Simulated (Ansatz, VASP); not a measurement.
# CO2: VASP beside Ansatz

```xyz
6
Lattice="2.6876 -2.4342 0.0000 2.6876 2.4342 0.0000 0.0000 0.0000 6.7164" Properties=species:S:1:pos:R:3 pbc="T T T"
O     2.6876    0.9420    4.0846
O     2.6876   -0.9420    2.6318
O     2.6876    1.4922    0.7264
O     2.6876   -1.4922    5.9899
C     2.6876    0.0000    3.3582
C     0.0000    0.0000    0.0000
```

Change from the starting cell: volume scaled by 1.06.

Alike in both runs: task single point; functional PBEsol; k mesh 8 × 8 × 4; occupations fermi-dirac, width 0.05 eV; no spin polarisation.

|  | VASP | Ansatz |
| --- | --- | --- |
| version | VASP 6.6.1 | Ansatz 0.2.0 |
| potentials or method | VASP PAW PBE potentials, release 64 (O, C), cutoff 520 eV | all-electron LAPW, scalar-relativistic |

Ansatz gave:

```
gap on the k mesh at the Fermi level (eV)       : 6.32
least direct gap on the mesh (eV)               : 6.83
pressure (GPa)                                  : -5.7
largest component of the traceless stress (GPa) : 6.51
rms of the force components (eV/Å)              : 1.052
```

Which values does VASP return?

gap on the k mesh at the Fermi level (eV): 6.29; least direct gap on the mesh (eV): 6.80; pressure (GPa): -4.2; largest component of the traceless stress (GPa): 4.74; rms of the force components (eV/Å): 0.761.

Atom by atom the forces differ by 0.290 eV/Å (rms over components). Ansatz ran all-electron here, so the differences hold the error of VASP's frozen core and of both bases.

Caveats: the standard files for N, O and F lose accuracy on very short bonds (VASP); the PAW data sets were made with another functional, which shifts forces and pressure a little (VASP); forces of over 1 eV/Å show positions far from the minimum, so gaps and moduli don't describe the material at rest (Ansatz). A k mesh can miss the band edges.
